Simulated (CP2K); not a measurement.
## CuO (Tenorite) under changes of volume

One of the cells (10.135 Å³/atom); the others are scaled copies at fixed shape and fractional positions:

```
Cu O
1.0
     2.90048    0.00000    0.00000
     0.88113    2.76341    0.00000
    -0.68631   -0.50152    5.05787
Cu O
2 2
Direct
  0.50000 0.00000 0.50000
  0.00000 0.50000 0.00000
  0.41840 0.58160 0.75000
  0.58160 0.41840 0.25000
```

| Property | Result |
| --- | --- |
| Program | CP2K 2026.2 |
| Functional | PBE |
| Potentials or basis | POTENTIAL_UZH Cu GTH-PBE-q11, O GTH-PBE-q6; TZVP-MOLOPT-PBE-GTH basis |
| Density cutoff | 8163 eV |
| k mesh | 10 × 10 × 5 |
| Occupations | fermi-dirac, width 0.05 eV |
| Spin | no spin polarisation |

```csv
volume (Å³/atom),energy over the lowest point (meV/atom),pressure (GPa),largest force (eV/Å)
9.527,72.43,23.1,0.060
9.730,46.65,17.8,0.110
9.932,27.18,13.1,0.181
10.135,?,?,?
10.338,4.22,5.1,0.314
10.540,0.06,1.6,0.375
10.743,0.00,-1.4,0.432
```

Problem. What does the run at 10.135 Å³/atom give?

Solution. Energy over the lowest point 13.38 meV/atom; pressure 8.9 GPa; largest force 0.250 eV/Å.

Worked out: A Birch-Murnaghan fit of order 3 (a polynomial in V^(-2/3)) to the other rows has its minimum at 10.64 Å³/atom with B0 = V·E''(V) = 168 GPa and B' = 3.8 at fixed shape and positions, which overstates the stiffness. It gives 13.15 meV/atom at 10.135 Å³/atom, against the run's 13.38, and -dE/dV = 9.0 GPa, against 8.9.

Energies are extrapolated to zero smearing.

Caveats: the basis of atomic orbitals isn't converged, which shifts pressures, moduli and gaps; the run has no spin polarisation, though such a crystal can be magnetic.
